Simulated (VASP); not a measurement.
## Eu in VASP: convergence with PREC

Eu:

```xyz
1
Lattice="-2.3335 2.3407 2.2694 2.3648 -2.3436 2.3036 2.2654 2.2755 -2.2723" Properties=species:S:1:pos:R:3 pbc="T T T"
Eu   -0.0108   -0.0031   -0.0210
```

The cell isn't the ideal one: cell strained at random at fixed volume.

```yaml
Program: VASP 6.6.1
Task: single point
Functional: PBE
Potentials_or_basis: VASP PAW PBE potentials, release 64 (Eu)
Cutoff: 520 eV
k_mesh: 6 × 6 × 6
Occupations: methfessel-paxton, width 0.1 eV
Spin: collinear spin, ferromagnetic start
Starting_moments: "[7.0] μB"
```

These are the settings of the first run; the series varies PREC, with any setting tied to it.

Hardware: 1 thread of Intel(R) Xeon(R) Platinum 8488C (Sapphire Rapids), with other jobs on the host.

Question: The values tried are Low, Medium, Single, Normal, High, Accurate, loosest first. From which on does the pressure stay within 0.1 GPa of the tightest run that finished?

Answer: From Single on.

| PREC | energy less the tightest run, at zero smearing (meV/atom) | pressure (GPa) | SCF cycles | CPU time (s) | peak memory (GiB) |
| --- | --- | --- | --- | --- | --- |
| Low | -0.44 | -1.79 | 18 | 75 | 0.25 |
| Medium | -0.15 | -1.61 | 19 | 77 | 0.26 |
| Single | -0.34 | -1.78 | 18 | 170 | 0.26 |
| Normal | -0.02 | -1.78 | 19 | 88 | 0.27 |
| High | -0.03 | -1.77 | 19 | 180 | 0.28 |
| Accurate | 0.00 | -1.82 | 19 | 170 | 0.32 |

Against the tightest run, the energy stays within 1 meV/atom from Low on. The tightest run that finished is the yardstick and may itself not be fully converged.

 The state reached can hang on the start; a lower one may exist.
